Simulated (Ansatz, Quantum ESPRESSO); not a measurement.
Given: the input of a run of Ansatz 0.2.0 on Ti (Titanium). 

Contents of input.yaml:

```yaml
crystal:
  lattice:
    - [2.95, 0.0, 0.0]
    - [-1.475, 2.5547749412, 0.0]
    - [0.0, 0.0, 4.68]
  atoms:
    - { symbol: Ti, position: [0.6666666667, 0.3333333333, 0.75] }
    - { symbol: Ti, position: [0.3333333333, 0.6666666667, 0.25] }
hamiltonian:
  xc: pbe
  pseudopotentials: { kind: paw }
kpoints:
  mp_grid: { grid: [4, 4, 2] }
scf:
  occupations: { method: fermi_dirac, width: 0.05 }
output:
  forces: true
  stress: true
  eigenvalues: true
  write_density: true
  write_potential: true
  elf: true
  volumetric_format: npy
```

Potentials or basis: Ansatz PAW.

Run with:

```sh
$ ansatz run input.yaml --threads 2 --pin off --max-ram 5120MiB --backend cpu --events-out ev --progress --plain --runs-dir out
```

Q: What does the same run look like in Quantum ESPRESSO 7.5? Potentials or basis there: SG15 PBE 1.2, cutoff 952 eV.

A: As run (cutoffs and basis follow the program's own potentials, and thresholds, step limits or extra output files can differ):

The input pw.in:

```
&CONTROL
  calculation = 'scf'
  prefix = 'pwscf'
  outdir = './tmp'
  pseudo_dir = './pseudo'
  tprnfor = .true.
  tstress = .true.
  disk_io = 'nowf'
/
&SYSTEM
  ibrav = 0
  nat = 2
  ntyp = 1
  ecutwfc = 70
  nbnd = 19
  occupations = 'smearing'
  smearing = 'fd'
  degauss = 0.00367493
/
&ELECTRONS
  conv_thr = 4d-10
  electron_maxstep = 120
  mixing_beta = 0.5
/
ATOMIC_SPECIES
Ti    47.8670 Ti_ONCV_PBE-1.2.upf
CELL_PARAMETERS angstrom
   2.9500000000    0.0000000000    0.0000000000
  -1.4750000000    2.5547749412    0.0000000000
   0.0000000000    0.0000000000    4.6800000000
ATOMIC_POSITIONS crystal
Ti     0.6666666667    0.3333333333    0.7500000000
Ti     0.3333333333    0.6666666667    0.2500000000
K_POINTS automatic
4 4 2 0 0 0
```

Potentials or basis: SG15 PBE 1.2.

Launch:

```sh
$ OMP_NUM_THREADS=1 mpirun -n 2 pw.x -nk 2 -in pw.in > pw.out
```

Both were run:

|  | Ansatz | Quantum ESPRESSO |
| --- | --- | --- |
| Pressure | -1.3 GPa | -1.2 GPa |

Ansatz's pressure holds a Pulay term of +0.01 GPa for its cutoff of 420 eV, which the other run lacks.

Where Ansatz's input types no cutoff or centring, it takes its own default and a Γ-centred mesh.

Pressure is positive in compression.

The k mesh is coarse, so the values aren't converged.
